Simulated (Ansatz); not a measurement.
AgCl: stiffness from a series of strains

```yaml
crystal:
  lattice:
    - [0.00000, 2.77315, 2.77315]
    - [2.77315, 0.00000, 2.77315]
    - [2.77315, 2.77315, 0.00000]
  atoms:
    - { symbol: Ag, position: [0.50000, 0.50000, 0.50000] }
    - { symbol: Cl, position: [0.00000, 0.00000, 0.00000] }
```

Atom numbers follow the list: Ag1, Cl2.

The geometry is COD entry 9011666, unchecked; take it as a test cell.

Computed with DFT, LDA, all-electron LAPW, scalar-relativistic in Ansatz 0.2.0.

Sampling and basis: a Γ-centred 8×8×8 k mesh, Fermi–Dirac smearing of 0.02 eV, basis error target 0.5 meV/atom, no spin polarisation.

The strain is applied along the Cartesian axes of the cell as listed (γ is the engineering shear, twice εxy = εyz = εzx). Fractional coordinates are held (clamped ions).

σ is the change of stress from the unstrained cell, which is at -5.56 GPa; tension is positive, so slopes are stress–strain coefficients at that pressure.

Only quantities that a quadratic follows smoothly over the whole series are listed; rougher ones are left out.

| γ | σxy (GPa) |
| --- | --- |
| -0.0300 | -0.25 |
| -0.0200 | -0.16 |
| -0.0100 | -0.08 |
| 0.0000 | 0.00 |
| 0.0200 | 0.17 |
| 0.0300 | 0.26 |

Problem. Fit the series and read off the stiffness at zero strain.

Solution. Least-squares fits y = p0 + p1 x + p2 x² to the rows give σxy (GPa): p1 = 8.42, p2 = 3.5. So C44 (clamped ions) = 8 GPa.

Problem. One run, at γ = 0.0100, is withheld. Predict its row.

Solution. The fits give 0.09; the run gave 0.08.
